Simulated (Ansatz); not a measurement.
WC:

```xyz
2
Lattice="0.0000 2.1927 2.1927 2.1927 0.0000 2.1927 2.1927 2.1927 0.0000" Properties=species:S:1:pos:R:3 pbc="T T T"
W     0.0000    0.0000    0.0000
C     2.1927    2.1927    2.1927
```

Measurements of this composition are mostly on another form, of space group No. 187.

| Property | Result |
| --- | --- |
| Program | Ansatz 0.2.0 |
| Task | relaxation of cell and atoms |
| Functional | PBE |
| Dispersion | D3(BJ) |
| Potentials or basis | Ansatz PAW |
| Cutoff | 420 eV (not typed: the program's choice for these potentials) |
| k mesh | 10 × 10 × 10 |
| Occupations | fermi-dirac, width 0.05 eV |
| Spin | no spin polarisation |

At the start: volume 10.54 Å³/atom.

Question: Where does the relaxation end?

Answer: It ends after 7 steps and the volume is 10.29 Å³/atom (-2.4 %); space group Fm-3m (No. 225, to 0.05 Å).

Step by step:
```
step  energy change (eV)  largest force (eV/Å)  volume (Å³)
   1              0.0000                0.0000        21.08
   2             -0.0122                0.0000        20.36
   3             -0.0148                0.0000        20.60
   4             -0.0148                0.0000        20.59
   5             -0.0138                0.0000        20.59
   6             -0.0138                0.0000        20.59
   7             -0.0138                0.0000        20.59
```

Final structure:
```
W C
1.0
     0.00000    2.17526    2.17526
     2.17526    0.00000    2.17526
     2.17526    2.17526    0.00000
W C
1 1
Direct
  0.00000 0.00000 0.00000
  0.50000 0.50000 0.50000
```

Caveat: the plane-wave basis is chosen anew once the cell has moved, so the energies of steps on either side of that aren't comparable; the pressure holds a Pulay correction of +0.3 GPa for the finite cutoff; pairwise dispersion overbinds metals, which lowers pressure and volume.
